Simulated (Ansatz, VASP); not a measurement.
**Hf2C in VASP and in Ansatz**

INCAR

```
SYSTEM = Hf2C
  ALGO = Normal
  EDIFF = 1E-6
  ENCUT = 520
  GGA = PE
  ISIF = 2
  ISMEAR = 0
  LASPH = .True.
  LCHARG = .True.
  LELF = .True.
  LREAL = .False.
  LVHAR = .True.
  LWAVE = .False.
  NBANDS = 19
  NELM = 80
  PREC = Accurate
  SIGMA = 0.1
```

The input KPOINTS:

```
k-points
0
Gamma
  6 6 6
  0 0 0
```

Contents of POSCAR:

```
Hf2C
1.0
    2.2386030900      1.2924581000      3.0212059100
   -2.2386030900      1.2924581000      3.0212059100
    0.0000000000     -2.5849162000      3.0212059100
Hf C
2 1
Direct
    0.2032343100      0.2032343100      0.2032343100
    0.7967656900      0.7967656900      0.7967656900
    0.0000000000      0.0000000000      0.0000000000
```

Input for Ansatz:

```yaml
crystal:
  lattice:
    - [2.23860309, 1.2924581, 3.02120591]
    - [-2.23860309, 1.2924581, 3.02120591]
    - [0.0, -2.5849162, 3.02120591]
  atoms:
    - { symbol: Hf, position: [0.20323431, 0.20323431, 0.20323431] }
    - { symbol: Hf, position: [0.79676569, 0.79676569, 0.79676569] }
    - { symbol: C, position: [0.0, 0.0, 0.0] }
basis:
  ecutwfc: 420
kpoints:
  mp_grid: { grid: [6, 6, 6] }
hamiltonian:
  xc: pbe
scf:
  occupations: { method: gaussian, width: 0.1 }
  lower_state_search: "off"
output:
  forces: true
  stress: true
  eigenvalues: true
```

Alike in both runs: task single point; functional PBE; k mesh 6 × 6 × 6; occupations gaussian, width 0.1 eV; no spin polarisation.

|  | VASP | Ansatz |
| --- | --- | --- |
| version | VASP 6.6.1 | Ansatz 0.2.0 |
| potentials or method | VASP PAW PBE potentials, release 64 (Hf_pv, C) | scalar-relativistic, plane waves, PAW |
| plane-wave cutoff (eV) | 520 | 420 |
| valence electrons in the cell | 24 | 56 |

```tsv
	VASP	Ansatz	Ansatz less VASP
gap on the k mesh at the Fermi level (eV)	none	none	-
rms of the force components (eV/Å)	4.243	4.190	-0.0533
```

Atom by atom the forces differ by 0.053 eV/Å (rms over components). A gap of «none» marks a metal or a gap that the smearing closes. The two sets of potentials don't hold the same shells in valence.

Caveats: forces of over 1 eV/Å show positions far from the minimum, so gaps and moduli don't describe the material at rest. The runs have no spin-orbit coupling, so splittings on Hf are missing.
